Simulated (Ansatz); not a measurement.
Crystal: SiC (Moissanite).

```
CELL_PARAMETERS angstrom
3.07600 0.00000 0.00000
-1.53800 2.66389 0.00000
0.00000 0.00000 5.04800
ATOMIC_POSITIONS crystal
Si 0.66667 0.33333 0.50000
Si 0.33333 0.66667 0.00000
C 0.66667 0.33333 0.88500
C 0.33333 0.66667 0.38500
```

- Program: Ansatz 0.2.0
- Task: relaxation of cell and atoms
- Functional: revPBE
- Potentials or basis: Ansatz PAW
- Cutoff: 420 eV (not typed: the program's choice for these potentials)
- k mesh: 10 × 10 × 5
- Occupations: fermi-dirac, width 0.05 eV
- Spin: no spin polarisation

At the start: volume 10.34 Å³/atom.

Task: Where does the relaxation end?

Result: It ends after 8 steps and the volume is 10.62 Å³/atom (+2.7 %); space group P6_3mc (No. 186, to 0.05 Å).

The path:
| step | energy change (eV) | largest force (eV/Å) | volume (Å³) |
| --- | --- | --- | --- |
| 1 | 0.0000 | 0.7593 | 41.36 |
| 2 | -0.0356 | 0.4365 | 41.96 |
| 3 | -0.0536 | 0.0057 | 42.60 |
| 4 | -0.0546 | 0.0111 | 42.48 |
| 5 | -0.0547 | 0.0008 | 42.47 |
| 6 | -0.0566 | 0.0007 | 42.47 |
| 7 | -0.0566 | 0.0001 | 42.49 |
| 8 | -0.0567 | 0.0001 | 42.49 |

Final structure:
```xyz
4
Lattice="3.1036 0.0000 0.0000 -1.5518 2.6878 0.0000 0.0000 0.0000 5.0931" Properties=species:S:1:pos:R:3 pbc="T T T"
Si    1.5518    0.8959    2.5698
Si    0.0000    1.7919    0.0233
C     1.5518    0.8959    4.4841
C     0.0000    1.7919    1.9376
```

Caveat: the plane-wave basis is chosen anew once the cell has moved, so the energies of steps on either side of that aren't comparable; the PAW data sets come from PBE, with cores solved anew for the run's functional, which leaves a small shift of forces and pressure.
